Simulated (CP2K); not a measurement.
**WS2 under changes of volume**

One of the cells (49.592 Å³/atom); the others are scaled copies at fixed shape and fractional positions:

```xyz
3
Lattice="3.1835 0.0000 0.0000 -1.5918 2.7570 0.0000 0.0000 0.0000 16.9506" Properties=species:S:1:pos:R:3 pbc="T T T"
W     0.0000    0.0000    0.0000
S     0.0000    1.8380    1.5595
S     0.0000    1.8380   15.3911
```

```yaml
Program: CP2K 2026.2
Functional: PBEsol
Potentials_or_basis: POTENTIAL_UZH W GTH-PBE-q14, S GTH-PBE-q6; TZVP-MOLOPT-PBE-GTH basis
Density_cutoff: 6123 eV
k_mesh: 10 × 10 × 2
Occupations: fermi-dirac, width 0.05 eV
Spin: no spin polarisation
```

```csv
volume (Å³/atom),energy over the lowest point (meV/atom),gap on the mesh (eV),largest force (eV/Å)
46.616,20.96,2.17,1.181
47.608,6.09,2.11,0.742
48.600,0.00,2.05,0.336
49.592,1.78,1.99,0.039
50.583,?,?,?
51.575,25.79,1.88,0.706
52.567,46.65,1.83,1.002
```

Q: What does the run at 50.583 Å³/atom give?

A: Energy over the lowest point 10.62 meV/atom; gap on the mesh 1.93 eV; largest force 0.385 eV/Å.

Worked out: A Birch-Murnaghan fit of order 3 (a polynomial in V^(-2/3)) to the other rows has its minimum at 48.86 Å³/atom with B0 = V·E''(V) = 61 GPa and B' = 4.4 at fixed shape and positions, which overstates the stiffness. It gives 10.61 meV/atom at 50.583 Å³/atom, against the run's 10.62. A straight line through the other rows of the gap, of slope -2.84 eV per unit of ln V, gives 1.94 eV, against the run's 1.93.

Energies are extrapolated to zero smearing.

Caveats: the potentials were made for another functional, which shifts forces and pressure; spin-orbit coupling is left out, which moves the levels of the heavy elements; the basis of atomic orbitals isn't converged, which shifts pressures, moduli and gaps.

A mesh can miss the band edges.
